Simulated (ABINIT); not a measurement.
Crystal: SiC (Moissanite).

```
Si C
1.0
     3.07600    0.00000    0.00000
    -1.53800    2.66389    0.00000
     0.00000    0.00000    5.04800
Si C
2 2
Direct
  0.66667 0.33333 0.50000
  0.33333 0.66667 0.00000
  0.66667 0.33333 0.88500
  0.33333 0.66667 0.38500
```

Base run:

```yaml
Program: ABINIT 10.8.3 (patched build)
Functional: HCTH407
Potentials_or_basis: PseudoDojo NC SR PBE v0.4.1 standard
Cutoff: 1116 eV
k_mesh: 10 × 10 × 5
Occupations: fermi-dirac, width 0.05 eV
Spin: no spin polarisation
```

Its results: band gap on the k mesh 2.91 eV, indirect (least direct gap 4.41 eV); pressure -1.2 GPa; largest force 0.736 eV/Å.

Q: The run is repeated on the same cell with these changes: functional from HCTH407 to PW91. What comes out?

A: Band gap on the k mesh 2.52 eV, indirect (least direct gap 4.11 eV); pressure 4.0 GPa; largest force 0.759 eV/Å.

Caveats: the potentials were made for another functional, which shifts forces and pressure; the mesh misses the band edges, which the band path finds closer together.
